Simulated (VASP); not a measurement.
Write an ASE script for VASP 6.6.1 that does the following.

* Task: single point
* Functional: PBEsol
* Potentials or basis: VASP PAW PBE potentials, release 64 (Si_GW)
* Cutoff: 550 eV
* k mesh: 6 × 6 × 6
* Occupations: tetrahedron
* Spin: no spin polarisation
* Further INCAR settings: ALGO = Normal; EDIFF = 1.00e-07

The structure of Si lies in POSCAR:

```
Si
1.0
   -3.3360831900      3.3360831900      3.3360831900
    3.3360831900     -3.3360831900      3.3360831900
    3.3360831900      3.3360831900     -3.3360831900
Si
6
Direct
    0.5000000000      0.7500000000      0.2500000000
    0.2500000000      0.7500000000      0.5000000000
    0.2500000000      0.5000000000      0.7500000000
    0.5000000000      0.2500000000      0.7500000000
    0.7500000000      0.5000000000      0.2500000000
    0.7500000000      0.2500000000      0.5000000000
```

This isn't the form of Si at room conditions, which is diamond.

These files were run (other wordings do the same):

run.py

```python
from ase.calculators.vasp import Vasp
from ase.dft.bandgap import bandgap
from ase.io import read

atoms = read('POSCAR')
calc = Vasp(
    directory='calc',
    xc='pbesol',
    pp='PBE',
    setups='gw',
    prec='Accurate',
    encut=550,
    ediff=1e-07,
    ismear=-5,
    sigma=0.05,
    lreal=False,
    lasph=True,
    nelm=100,
    algo='Normal',
    isif=2,
    lwave=False,
    lcharg=True,
    lelf=True,
    lvhar=True,
    kpts=[6, 6, 6],
    gamma=True,
)
atoms.calc = calc

print('energy (eV):', atoms.get_potential_energy())
print('free energy (eV):', atoms.get_potential_energy(force_consistent=True))
print('forces (eV/A):')
print(atoms.get_forces())
print('stress (eV/A^3, Voigt):', atoms.get_stress())
print('Fermi level (eV):', calc.get_fermi_level())
gap, top, bottom = bandgap(calc)
print('band gap (eV):', gap, 'from (spin, k, band)', top, 'to', bottom)
```

Potentials or basis: VASP PAW PBE potentials, release 64 (Si_GW).

The run is started by

```console
$ python run.py
```

It gave:

```json
{
 "Pressure": "0.7 GPa",
 "Band gap on the k mesh": "0.04 eV, indirect (least direct gap 0.28 eV)"
}
```

Caveat: the PAW data sets were made with another functional, which shifts forces and pressure a little.

Run time: 42 s on 1 thread of Intel(R) Xeon(R) 6975P-C (Granite Rapids), with other jobs on the host, peak memory 0.31 GiB.
